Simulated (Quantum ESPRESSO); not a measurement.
Zr under changes of volume

One of the cells (23.281 Å³/atom); the others are scaled copies at fixed shape and fractional positions:

```
Zr
1.0
     3.23200    0.00000    0.00000
    -1.61600    2.79899    0.00000
     0.00000    0.00000    5.14700
Zr
2
Direct
  0.66667 0.33333 0.75000
  0.33333 0.66667 0.25000
```

| Item | Value |
| --- | --- |
| Program | Quantum ESPRESSO 7.5 |
| Functional | PBEsol |
| Potentials or basis | GBRV 1.5 PBEsol |
| Cutoff | 612 eV |
| Density cutoff | 4898 eV |
| k mesh | 9 × 9 × 5 |
| Occupations | fermi-dirac, width 0.05 eV |
| Spin | no spin polarisation |

```csv
volume (Å³/atom),energy over the lowest point (meV/atom),pressure (GPa)
21.884,?,?
22.350,0.00,0.6
22.815,1.25,-1.5
23.281,8.08,-3.3
23.746,20.06,-5.0
24.212,36.77,-6.6
24.678,57.85,-8.0
```

**Question.** What does the run at 21.884 Å³/atom give?

**Answer.** Energy over the lowest point 4.84 meV/atom; pressure 2.8 GPa.

Worked out: A Birch-Murnaghan fit of order 3 (a polynomial in V^(-2/3)) to the other rows has its minimum at 22.48 Å³/atom with B0 = V·E''(V) = 99 GPa and B' = 3.1 at fixed shape and positions, which overstates the stiffness. It gives 4.84 meV/atom at 21.884 Å³/atom, against the run's 4.84, and -dE/dV = 2.8 GPa, against 2.8.

Energies are extrapolated to zero smearing.
